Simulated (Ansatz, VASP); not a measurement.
NaH in VASP and in Ansatz

The input INCAR:

```
ALGO = Normal
EDIFF = 1E-7
ENCUT = 520
ISIF = 2
ISMEAR = -1
LASPH = True
LCHARG = False
LREAL = False
LWAVE = False
NBANDS = 11
NELM = 60
PREC = Accurate
SIGMA = 0.05
```

KPOINTS

```
k-points
0
Gamma
  9 9 9
```

POSCAR

```
NaH
1.0
    0.0000000000      2.4561594113      2.4561594113
    2.4561594113      0.0000000000      2.4561594113
    2.4561594113      2.4561594113      0.0000000000
Na H
1 1
Direct
    0.0000000000      0.0000000000      0.0000000000
    0.5000000000      0.5000000000      0.5000000000
```

File input.yaml:

```yaml
crystal:
  lattice:
    - [0.0, 2.4561594113, 2.4561594113]
    - [2.4561594113, 0.0, 2.4561594113]
    - [2.4561594113, 2.4561594113, 0.0]
  atoms:
    - { symbol: Na, position: [0.0, 0.0, 0.0] }
    - { symbol: H, position: [0.5, 0.5, 0.5] }
hamiltonian:
  xc: lda
  pseudopotentials: { kind: paw }
kpoints:
  mp_grid: { grid: [9, 9, 9] }
scf:
  occupations: { method: fermi_dirac, width: 0.05 }
output:
  forces: true
  stress: true
  eigenvalues: true
  write_density: true
  write_potential: true
  elf: true
  volumetric_format: npy
```

Alike in both runs: task single point; functional LDA; k mesh 9 × 9 × 9; occupations fermi-dirac, width 0.05 eV; no spin polarisation.

```csv
,VASP,Ansatz
version,VASP 6.6.1,Ansatz 0.2.0
potentials or method,"VASP PAW LDA potentials, release 64 (Na_pv, H)",Ansatz PAW
plane-wave cutoff (eV),520,420
valence electrons in the cell,8,10
```

```tsv
	VASP	Ansatz	Ansatz less VASP
gap on the k mesh at the Fermi level (eV)	3.63	3.64	+0.001
least direct gap on the mesh (eV)	4.37	4.37	+0.003
pressure (GPa)	-3.0	-2.9	+0.05
```

The two sets of potentials don't hold the same shells in valence.

Caveats: an odd mesh through Γ misses points on the zone boundary, where band edges often lie (VASP); odd divisions of the mesh miss points on the zone boundary, where band edges often lie, so the gap on the mesh can be too wide (Ansatz); the PAW data sets come from PBE, with cores solved anew for the run's functional, which leaves a small shift of forces and pressure (Ansatz).
